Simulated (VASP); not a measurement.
# MnS (Browneite) (F-43m) in VASP: single point with r2SCAN

Aim: the single point of MnS (Browneite) with r2SCAN.

All numbers are computed with VASP 6.6.1; they aren't measurements. Logs are shortened: lines on timing, memory, paths and dates and some standing lists are left out, and cuts for length are marked.

## (1) Starting point

It takes space group F-43m (No. 216, cubic). Conventional cell: a = 5.600 Å, b = 5.600 Å, c = 5.600 Å, α = 90.00°, β = 90.00°, γ = 90.00°. Mn (site symmetry -43m) has 4 S at 2.42 Å as nearest neighbours. S (site symmetry -43m) is surrounded by 4 Mn at 2.42 Å.

## (2) Single point, r2SCAN, collinear spin, typed start

POSCAR

```
MnS
1.0
    0.0000000000      2.8000000000      2.8000000000
    2.8000000000      0.0000000000      2.8000000000
    2.8000000000      2.8000000000      0.0000000000
Mn S
1 1
Direct
    0.0000000000      0.0000000000      0.0000000000
    0.2500000000      0.2500000000      0.2500000000
```

INCAR.step1

```
  PREC = Accurate
  ENCUT = 520
  ISMEAR = 1
  SIGMA = 0.1
  LREAL = False
  LASPH = True
  NELM = 150
  ISPIN = 2
  MAGMOM = 2.8 0
  LMAXMIX = 4
  NBANDS = 20
  GGA = PE
  ALGO = Normal
  EDIFF = 1E-4
  LWAVE = True
  LCHARG = False
```

INCAR.step2

```
  PREC = Accurate
  ENCUT = 520
  EDIFF = 1E-6
  ISMEAR = 1
  SIGMA = 0.1
  LREAL = False
  LASPH = True
  NELM = 150
  ALGO = Normal
  ISIF = 2
  LWAVE = False
  LCHARG = False
  ISPIN = 2
  MAGMOM = 2.8 0
  LORBIT = 11
  LMAXMIX = 4
  METAGGA = R2SCAN
  LMIXTAU = True
  NBANDS = 20
  ISTART = 1
```

KPOINTS

```
regular mesh
0
Gamma
  7 7 7
```

Potentials or basis: VASP PAW PBE potentials, release 64 (Mn_pv, S).

Command:

```sh
cat potpaw_PBE.64/Mn_pv/POTCAR potpaw_PBE.64/S/POTCAR > POTCAR
cp INCAR.step1 INCAR
mpirun -np 1 vasp_std > vasp.out
cp INCAR.step2 INCAR
mpirun -np 1 vasp_std > vasp.out
```

OUTCAR:

```text
PREC = Accurate
   ENCUT = 520
   EDIFF = 1E-6
   ISMEAR = 1
   LREAL = False
   LASPH = True
   NELM = 150
   ISIF = 2
   ISPIN = 2
   LORBIT = 11
   METAGGA = R2SCAN
   ISTART = 1

 ion  position               nearest neighbor table
   1  0.000  0.000  0.000-   2 2.42   2 2.42   2 2.42   2 2.42
   2  0.250  0.250  0.250-   1 2.42   1 2.42   1 2.42   1 2.42

  LATTYP: Found a face centered cubic cell.
 ALAT       =     5.6000000000

  Lattice vectors:

 A1 = (   0.0000000000,   2.8000000000,   2.8000000000)
 A2 = (   2.8000000000,   0.0000000000,   2.8000000000)
 A3 = (   2.8000000000,   2.8000000000,   0.0000000000)

Analysis of symmetry for initial positions (statically):
=====================================================================
 Subroutine PRICEL returns:
 Original cell was already a primitive cell.

 Routine SETGRP: Setting up the symmetry group for a
 face centered cubic supercell.

 Subroutine GETGRP returns: Found 24 space group operations
 (whereof 24 operations were pure point group operations)
 out of a pool of 48 trial point group operations.

The static configuration has the point symmetry T_d .

Analysis of symmetry for dynamics (positions and initial velocities):
=====================================================================
 Subroutine PRICEL returns:
 Original cell was already a primitive cell.

 Routine SETGRP: Setting up the symmetry group for a
 face centered cubic supercell.

 Subroutine GETGRP returns: Found 24 space group operations
 (whereof 24 operations were pure point group operations)
 out of a pool of 48 trial point group operations.

The dynamic configuration has the point symmetry T_d .

Analysis of structural, dynamic, and magnetic symmetry:
=====================================================================
 Subroutine PRICEL returns:
 Original cell was already a primitive cell.

 Routine SETGRP: Setting up the symmetry group for a
 face centered cubic supercell.

 Subroutine GETGRP returns: Found 24 space group operations
 (whereof 24 operations were pure point group operations)
 out of a pool of 48 trial point group operations.

The overall configuration has the point symmetry T_d .

 Subroutine INISYM returns: Found 24 space group operations
 (whereof 24 operations are pure point group operations),
 and found     1 'primitive' translations

----------------------------------------------------------------------------------------

                                     Primitive cell

  volume of cell :      43.9040

  direct lattice vectors                    reciprocal lattice vectors
     0.000000000  2.800000000  2.800000000    -0.178571429  0.178571429  0.178571429
     2.800000000  0.000000000  2.800000000     0.178571429 -0.178571429  0.178571429
     2.800000000  2.800000000  0.000000000     0.178571429  0.178571429 -0.178571429

  length of vectors
     3.959797975  3.959797975  3.959797975     0.309294787  0.309294787  0.309294787

  position of ions in fractional coordinates (direct lattice)
     0.000000000  0.000000000  0.000000000
     0.250000000  0.250000000  0.250000000

  ion indices of the primitive-cell ions
   primitive index   ion index
                 1           1
                 2           2

----------------------------------------------------------------------------------------

 KPOINTS: regular mesh

Automatic generation of k-mesh.
 Grid dimensions read from file:
 generate k-points for:    7    7    7

 Generating k-lattice:

  Cartesian coordinates                     Fractional coordinates (reciprocal lattice)
    -0.025510204  0.025510204  0.025510204     0.142857143  0.000000000  0.000000000
     0.025510204 -0.025510204  0.025510204     0.000000000  0.142857143  0.000000000
     0.025510204  0.025510204 -0.025510204     0.000000000  0.000000000  0.142857143

  Length of vectors
     0.044184970  0.044184970  0.044184970

  Shift w.r.t. Gamma in fractional coordinates (k-lattice)
     0.000000000  0.000000000  0.000000000

 Subroutine IBZKPT returns following result:
 ===========================================

 Found     20 irreducible k-points:

 Following reciprocal coordinates:
            Coordinates               Weight
  0.000000  0.000000  0.000000      1.000000
  0.142857  0.000000  0.000000      8.000000
  0.285714  0.000000  0.000000      8.000000
  0.428571  0.000000  0.000000      8.000000
  0.142857  0.142857  0.000000      6.000000
  0.285714  0.142857  0.000000     24.000000
[... 12 lines left out ...]
 -0.428571  0.428571  0.142857     24.000000
 -0.285714  0.428571  0.142857     24.000000
   k-points           NKPTS =     20   k-points in BZ     NKDIM =     20   number of bands    NBANDS=     20
   number of dos      NEDOS =    301   number of ions     NIONS =      2
   total plane-waves  NPLWV =  27000
   dimension x,y,z NGX =    30 NGY =   30 NGZ =   30
   dimension x,y,z NGXF=    60 NGYF=   60 NGZF=   60
   ions per type =               1   1
   NGX,Y,Z   is equivalent  to a cutoff of  12.60, 12.60, 12.60 a.u.
   NGXF,Y,Z  is equivalent  to a cutoff of  25.19, 25.19, 25.19 a.u.
 SYSTEM =  unknown system
   PREC   = accura    normal or accurate (medium, high low for compatibility)
   ISTART =      1    job   : 0-new  1-cont  2-samecut
   ICHARG =      0    charge: 1-file 2-atom 10-const
   ISPIN  =      2    spin polarized calculation?
   LNONCOLLINEAR =      F non collinear calculations
   LSORBIT =      F    spin-orbit coupling
   LASPH  =      T    aspherical Exc in radial PAW
   ENCUT  =  520.0 eV  38.22 Ry    6.18 a.u.   7.36  7.36  7.36*2*pi/ulx,y,z
   NELM   =    150;   NELMIN=  2; NELMDL=  0     # of ELM steps
   EDIFF  = 0.1E-05   stopping-criterion for ELM
   LREAL  =      F    real-space projection
   EDIFFG = 0.1E-04   stopping-criterion for IOM
   NSW    =      0    number of steps for IOM
   IBRION =     -1    ionic relax: 0-MD 1-quasi-New 2-CG
   NFREE  =      0    steps in history (QN), initial steepest desc. (CG)
   ISIF   =      2    stress and relaxation
   ISYM   =      2    0-nonsym 1-usesym 2-fastsym
   POTIM  = 0.5000    time-step for ionic-motion
   TEBEG  =    0.0;   TEEND  =   0.0 temperature during run
   PSTRESS=    0.0 pullay stress
   NELECT =      19.0000    total number of electrons
   NUPDOWN=      -1.0000    fix difference up-down
   EMIN   =  10.00;   EMAX   =-10.00  energy-range for DOS
   EFERMI =   0.00;   METHOD = LEGACY
   ISMEAR =     1;   SIGMA  =   0.10  broadening in eV -4-tet -1-fermi 0-gaus
   EFERMI_NEDOS =   21; number of points for ismear=-14 and -15
   IALGO  =     38    algorithm
   IMIX   =      4    mixing-type and parameters
     AMIX     =   0.40;   BMIX     =  1.00
     AMIX_MAG =   1.60;   BMIX_MAG =  1.00
  volume/ion in A,a.u.               =      21.95       148.14
  Fermi-wavevector in a.u.,A,eV,Ry     =   1.238297  2.340041 20.862879  1.533378
  Thomas-Fermi vector in A             =   2.372828
   LORBIT       =     11    0 simple, 1 ext, 2 COOP (PROOUT), +10 PAW based schemes
   METAGGA = R2SCAN    functional components
   LHFCALC =     F    Hartree Fock is set to
   AEXX    =    0.0000 exact exchange contribution
   IVDW    =     0    specifies the selected vdW correction
   LEPSILON=     F    determine dielectric tensor
   LRPA    =     F    only Hartree local field effects (RPA)
 spin polarized calculation
 Methfessel and Paxton  Order N= 1 SIGMA  =   0.10
  energy-cutoff  :      520.00
  volume of cell :       43.90
 maximum number of plane-waves:      1243
 NGX is ok and might be reduce to    30
   NGX = 15   NGY = 15   NGZ = 15

 number of electron      18.9999987 magnetization       5.0000257

 Free energy of the ion-electron system (eV)
  ---------------------------------------------------
  ext. energy  EPLUGINS =         0.00000000
  ---------------------------------------------------
  free energy    TOTEN  =       -24.87403365 eV

  energy without entropy =      -24.87406150  energy(sigma->0) =      -24.87404294

 E-fermi :   4.4998     XC(G=0):  -9.8669

 val. band max:        4.4162015718   @ k =   0.0000   0.0000   0.0000
 cond. band min:       5.0337780238   @ k =   0.4286   0.4286   0.0000
 fundamental gap:      0.6175764520
 Fermi energy:         4.4997932565

 spin component 1

 k-point     1 :       0.0000    0.0000    0.0000
  band No.  band energies     occupation
      1     -48.7350      1.00000
      2     -48.7350      1.00000
      3     -48.7349      1.00000
      4     -10.1049      1.00000
      5      -0.9059      1.00000
      6      -0.9059      1.00000
[... 12 lines left out ...]
     19      16.8324      0.00000
     20      17.5568      0.00000

 k-point     2 :       0.1429    0.0000    0.0000
  band No.  band energies     occupation
      1     -48.7356      1.00000
      2     -48.7351      1.00000
      3     -48.7350      1.00000
      4      -9.9856      1.00000
      5      -1.0484      1.00000
      6      -0.8543      1.00000
[... 12 lines left out ...]
     19      16.3606      0.00000
     20      18.3757      0.00000
[... 372 lines left out ...]
      2     -48.7365      1.00000
      3     -48.7362      1.00000
      4      -9.2200      1.00000
      5      -1.4941      1.00000
      6      -0.5195      1.00000
[... 12 lines left out ...]
     19      17.9353      0.00000
     20      18.6474      0.00000

 k-point    20 :      -0.2857    0.4286    0.1429
  band No.  band energies     occupation
      1     -48.7376      1.00000
      2     -48.7370      1.00000
      3     -48.7361      1.00000
      4      -9.1969      1.00000
      5      -1.1798      1.00000
      6      -0.8149      1.00000
[... 12 lines left out ...]
     19      18.6739      0.00000
     20      19.1295      0.00000
 Fermi energy:         4.4997932565

 spin component 2

 k-point     1 :       0.0000    0.0000    0.0000
  band No.  band energies     occupation
      1     -42.5483      1.00000
      2     -42.5483      1.00000
      3     -42.5482      1.00000
      4      -9.7721      1.00000
      5       1.1005      1.00000
      6       1.1005      1.00000
[... 12 lines left out ...]
     19      18.1132      0.00000
     20      18.7835      0.00000

 k-point     2 :       0.1429    0.0000    0.0000
  band No.  band energies     occupation
      1     -42.5493      1.00000
      2     -42.5484      1.00000
      3     -42.5484      1.00000
      4      -9.6570      1.00000
      5       0.6422      1.00000
      6       1.1129      1.00000
[... 12 lines left out ...]
     19      17.4844      0.00000
     20      19.9413      0.00000
[... 373 lines left out ...]
      3     -42.5502      1.00000
      4      -8.9164      1.00000
      5      -0.5135      1.00000
      6       0.5655      1.00000
[... 12 lines left out ...]
     19      18.7465      0.00000
     20      19.5539      0.00000

 k-point    20 :      -0.2857    0.4286    0.1429
  band No.  band energies     occupation
      1     -42.5528      1.00000
      2     -42.5515      1.00000
      3     -42.5501      1.00000
      4      -8.8934      1.00000
      5      -0.1731      1.00000
      6       0.0415      1.00000
[... 12 lines left out ...]
     19      19.5465      0.00000
     20      19.9506      0.00000

------------------------ aborting loop because EDIFF is reached ----------------------------------------

  FORCE on cell =-STRESS in cart. coord.  units (eV):
  Direction    XX          YY          ZZ          XY          YZ          ZX
  --------------------------------------------------------------------------------------
  -------------------------------------------------------------------------------------
  Total        0.5073565      0.5073565      0.5073565      0.0000000      0.0000000     -0.0000000
  in kB       18.5148298     18.5148298     18.5148298      0.0000000      0.0000000     -0.0000000
  external PRESSURE =      18.5148298 kB  Pullay stress =       0.0000000 kB

 VOLUME and BASIS-vectors are now :
 -----------------------------------------------------------------------------
  energy-cutoff  :      520.00
  volume of cell :       43.90
      direct lattice vectors                 reciprocal lattice vectors
     0.000000000  2.800000000  2.800000000    -0.178571429  0.178571429  0.178571429
     2.800000000  0.000000000  2.800000000     0.178571429 -0.178571429  0.178571429
     2.800000000  2.800000000  0.000000000     0.178571429  0.178571429 -0.178571429

 POSITION                                       TOTAL-FORCE (eV/Angst)
 -----------------------------------------------------------------------------------
      0.00000      0.00000      0.00000         0.000000      0.000000      0.000000
      1.40000      1.40000      1.40000        -0.000000     -0.000000     -0.000000
 -----------------------------------------------------------------------------------
    total drift:                                0.000001      0.000001      0.000001

  FREE ENERGIE OF THE ION-ELECTRON SYSTEM (eV)
  ---------------------------------------------------
  free  energy   TOTEN  =       -24.8740336539 eV

  energy  without entropy=      -24.8740614985  energy(sigma->0) =      -24.87404294

 total charge

# of ion       s       p       d       tot
------------------------------------------
    1        0.272   6.212   4.879  11.363
    2        1.302   2.499   0.000   3.800
--------------------------------------------------
tot          1.574   8.711   4.879  15.163

 magnetization (x)

# of ion       s       p       d       tot
------------------------------------------
    1        0.048   0.064   4.352   4.464
    2        0.013   0.064   0.000   0.077
--------------------------------------------------
tot          0.061   0.128   4.352   4.541
```

Run time: 94 s. Hardware: 1 thread of Intel Xeon Platinum 8488C (Sapphire Rapids), shared host; peak memory 0.2 GiB.

What came out:

| Property | Result |
| --- | --- |
| Free energy | -24.8740 eV |
| Pressure | 1.9 GPa |
| Band gap on the k mesh | 0.62 eV, indirect (least direct gap 1.24 eV) |
| Net moment | 5.00 μB per cell |
| Site moments | Mn +4.46; S +0.08 μB |
| Valence electrons inside the program's atomic spheres | Mn 11.36; S 3.80 |

Caveat: the PAW data sets were made with another functional, which shifts forces and pressure a little; an odd mesh through Γ misses points on the zone boundary, where band edges often lie; a cell with one magnetic atom can't hold antiferromagnetic order, which such compounds often take.
